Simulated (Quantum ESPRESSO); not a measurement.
**ZnSe (Stilleite) in Quantum ESPRESSO: the effect of target pressure**

Crystal: ZnSe (Stilleite).

```
CELL_PARAMETERS angstrom
0.00000 2.83380 2.83380
2.83380 0.00000 2.83380
2.83380 2.83380 0.00000
ATOMIC_POSITIONS crystal
Se 0.75000 0.75000 0.75000
Zn 0.00000 0.00000 0.00000
```

Alike in all runs:

```yaml
Program: Quantum ESPRESSO 7.5
Task: relaxation of cell and atoms
Functional: PBEsol
Potentials_or_basis: SSSP 1.3 efficiency PBE
Cutoff: 857 eV
Density_cutoff: 6884 eV
k_mesh: 8 × 8 × 8
Occupations: fermi-dirac, width 0.05 eV
Spin: no spin polarisation
```

Each run relaxes the cell or the atoms first.

**Question.** One run gave: relaxed volume 19.86 Å³/atom; gap on the mesh 1.69 eV. Which target pressure did it use?
A. 0 GPa
B. 20 GPa
C. 10 GPa
D. 2 GPa
E. 5 GPa

**Answer.** C.

```csv
target pressure,relaxed volume (Å³/atom),gap on the mesh (eV)
0 GPa,22.35,1.21
2 GPa,21.71,1.32
5 GPa,20.91,1.48
10 GPa,19.86,1.69
20 GPa,18.36,2.04
30 GPa,17.29,2.06
```

Caveats: the potentials were made for another functional, which shifts forces and pressure; the volume moved by over 15 % at a fixed basis, so the end points are rough (some runs).

A k mesh can miss the band edges.
